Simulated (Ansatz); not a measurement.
# Band table of C (sc type)

```xyz
1
Lattice="1.7275 0.0000 0.0000 0.0000 1.7275 0.0000 0.0000 0.0000 1.7275" Properties=species:S:1:pos:R:3 pbc="T T T"
C     0.0000    0.0000    0.0000
```

The cell comes from a relaxation on PAW files under the same functional, begun from a prototype that needn't be the stable phase.

Level of theory: DFT with PBE, scalar-relativistic, in Ansatz 0.2.0; a Γ-centred 20×20×20 k mesh, Fermi–Dirac smearing of 0.08 eV, no spin polarisation. LAPW: all electrons, basis error target 1 meV/atom.

This run: volume at 0.92 of the series' base cell.

Path points, in fractions of the reciprocal vectors: Γ (0.000, 0.000, 0.000), X (0.000, 0.500, 0.000), M (0.500, 0.500, 0.000), R (0.500, 0.500, 0.500). The distance column jumps between branches of the path. Levels in eV from the Fermi level; bands 2 to 5, counted from the lowest band of the run. The gap is zero, the pressure 30.3 GPa.

```
# k(1/Å) point b2 b3 b4 b5
0.000 Γ -23.34 9.98 9.98 9.98
0.227 - -23.18 8.75 10.09 10.09
0.455 - -22.69 5.90 10.42 10.42
0.682 - -21.89 2.48 10.93 10.93
0.909 - -20.77 -1.02 11.58 11.58
1.137 - -19.33 -4.40 12.30 12.30
1.364 - -17.58 -7.58 12.96 12.96
1.591 - -15.52 -10.51 13.44 13.44
1.819 X -13.20 -13.13 13.61 13.61
2.046 - -13.03 -13.00 12.86 13.71
2.273 - -12.61 -12.55 10.94 13.99
2.500 - -11.96 -11.75 8.43 14.42
2.728 - -11.07 -10.69 5.74 14.96
2.955 - -9.95 -9.43 3.11 14.07
3.182 - -8.64 -8.11 0.67 10.96
3.410 - -7.30 -7.02 -1.36 8.77
3.637 M -6.57 -6.57 -2.33 7.96
3.959 - -8.74 -6.22 -0.95 9.59
4.280 - -12.19 -5.16 0.71 13.85
4.602 - -15.46 -3.41 2.23 14.39
4.923 - -18.25 -1.01 3.90 13.09
5.244 - -20.46 1.96 5.76 11.85
5.566 - -22.05 5.30 7.68 10.85
5.887 - -23.02 8.46 9.30 10.20
6.209 Γ -23.34 9.98 9.98 9.98
6.603 - -22.86 8.58 8.58 9.87
6.996 - -21.41 5.82 5.82 9.64
7.390 - -19.03 3.15 3.15 9.48
7.784 - -15.77 1.11 1.11 9.54
8.178 - -11.73 -0.21 -0.21 9.92
8.571 - -7.23 -0.87 -0.87 10.51
8.965 - -3.05 -1.07 -1.07 10.65
9.359 R -1.09 -1.09 -1.09 10.25
9.680 - -2.11 -1.75 -0.75 10.60
10.002 - -4.36 -3.51 0.25 11.17
10.323 - -6.81 -5.86 1.91 11.67
10.645 - -9.02 -8.26 4.15 12.17
10.966 - -10.79 -10.33 6.88 12.68
11.288 - -12.09 -11.90 9.84 13.14
11.609 - -12.87 -12.87 12.46 13.49
11.930 X -13.20 -13.13 13.61 13.61
14.502 R -1.09 -1.09 -1.09 10.25
14.730 - -1.41 -1.41 -1.15 10.47
14.957 - -2.24 -2.24 -1.32 11.08
15.184 - -3.30 -3.30 -1.54 12.01
15.412 - -4.36 -4.36 -1.79 10.99
15.639 - -5.29 -5.29 -2.01 9.67
15.866 - -5.99 -5.99 -2.18 8.72
16.093 - -6.43 -6.43 -2.29 8.15
16.321 M -6.57 -6.57 -2.33 7.96
```
